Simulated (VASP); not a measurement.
The system is Rh.

```
Rh
1.0
     3.79729    0.00000    0.00000
    -1.89865    3.28855    0.00000
     0.00000    0.00000    5.29736
Rh
4
Direct
  0.00000 0.00000 0.14016
  0.00000 0.00000 0.64016
  0.33333 0.66667 0.86484
  0.66667 0.33333 0.36484
```

The cell was built by a generator and needn't be a form met in nature.

```yaml
Program: VASP 6.6.1
Task: relaxation of cell and atoms
Functional: PBE
Potentials_or_basis: VASP PAW PBE potentials, release 64 (Rh_pv)
Cutoff: 600 eV
k_mesh: 6 × 6 × 4
Occupations: gaussian, width 0.1 eV
Spin: no spin polarisation
```

At the start: pressure 0.6 GPa; volume 16.54 Å³/atom.

Problem. How do energy, volume and symmetry change on relaxing?

Solution. Over 7 steps the energy falls by 4.0 meV/atom; space group P6_3mc (No. 186, to 0.05 Å).

Step by step:
```csv
step,energy change (eV),largest force (eV/Å),pressure (GPa),volume (Å³)
1,0.0000,0.2033,0.64,66.15
2,-0.0049,0.1187,-1.35,66.79
3,-0.0049,0.1251,-1.19,66.75
4,-0.0093,0.0947,-0.77,66.54
5,-0.0139,0.0498,0.21,66.11
6,-0.0143,0.0390,0.62,65.96
7,-0.0159,0.0206,-0.06,66.16
```

Final structure:
```cif
data_structure
_symmetry_space_group_name_H-M 'P 1'
_symmetry_Int_Tables_number 1
_cell_length_a 3.8034
_cell_length_b 3.8034
_cell_length_c 5.2813
_cell_angle_alpha 90.000
_cell_angle_beta 90.000
_cell_angle_gamma 120.000
_cell_volume 66.16
loop_
_atom_site_label
_atom_site_type_symbol
_atom_site_fract_x
_atom_site_fract_y
_atom_site_fract_z
_atom_site_occupancy
Rh1 Rh 0.00000 0.00000 0.13185 1
Rh2 Rh 0.00000 0.00000 0.63185 1
Rh3 Rh 0.33333 0.66667 0.87315 1
Rh4 Rh 0.66667 0.33333 0.37315 1
```
